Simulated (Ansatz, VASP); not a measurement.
## H in VASP and in Ansatz

Contents of INCAR:

```
SYSTEM = H
PREC     = Accurate       ! precision mode
ENCUT    = 520            ! plane-wave cutoff, eV
EDIFF    = 1E-8           ! SCF threshold, eV
ISMEAR   = -1             ! smearing method
SIGMA    = 0.08           ! smearing width, eV
LREAL    = .False.        ! projectors in reciprocal space
LASPH    = .True.         ! aspherical terms in the spheres
NELM     = 60             ! most SCF steps
ALGO     = Normal         ! electronic algorithm
ISIF     = 2              ! what is computed and relaxed
LWAVE    = .False.        ! write WAVECAR
LCHARG   = .False.        ! write CHGCAR
GGA      = PE             ! functional
LEFG     = .True.       
NBANDS   = 6              ! bands
```

Contents of KPOINTS:

```
regular mesh
0
Gamma
  16 16 16
  0 0 0
```

POSCAR

```
H
1.0
    1.4470888879      0.0000000000      0.0000000000
    0.0000000000      1.4470888879      0.0000000000
    0.0000000000      0.0000000000      1.4470888879
H
1
Direct
    0.0000000000      0.0000000000      0.0000000000
```

Input for Ansatz:

```yaml
crystal:
  lattice:
    - [1.4470888879, 0.0, 0.0]
    - [0.0, 1.4470888879, 0.0]
    - [0.0, 0.0, 1.4470888879]
  atoms:
    - { symbol: H, position: [0.0, 0.0, 0.0] }
kpoints:
  mp_grid: { grid: [16, 16, 16] }
scf:
  occupations: { method: fermi_dirac, width: 0.08 }
hamiltonian:
  xc: pbe
  pseudopotentials: { kind: paw }
output:
  forces: true
  stress: true
  eigenvalues: true
  efg: { contact_densities: true }
```

Change from the starting cell: volume scaled by 0.98, PAW files.

Alike in both runs: task electric field gradients; functional PBE; k mesh 16 × 16 × 16; occupations fermi-dirac, width 0.08 eV; no spin polarisation.

|  | VASP | Ansatz |
| --- | --- | --- |
| version | VASP 6.6.1 | Ansatz 0.2.0 |
| potentials or method | VASP PAW PBE potentials, release 64 (H) | PAW with Ansatz's default frozen-core files, scalar-relativistic |
| plane-wave cutoff (eV) | 520 | 420 |
| valence electrons in the cell | 1 | 1 |

VASP gave:

| Quantity | Value |
| --- | --- |
| pressure (GPa) | 1.7 |
| Vzz of the field gradient on the site that differs most (V/Å²) | 0.0 |

Task: Which values does Ansatz return?

Result: Pressure (GPa): 2.0; Vzz of the field gradient on the site that differs most (V/Å²): 0.0.
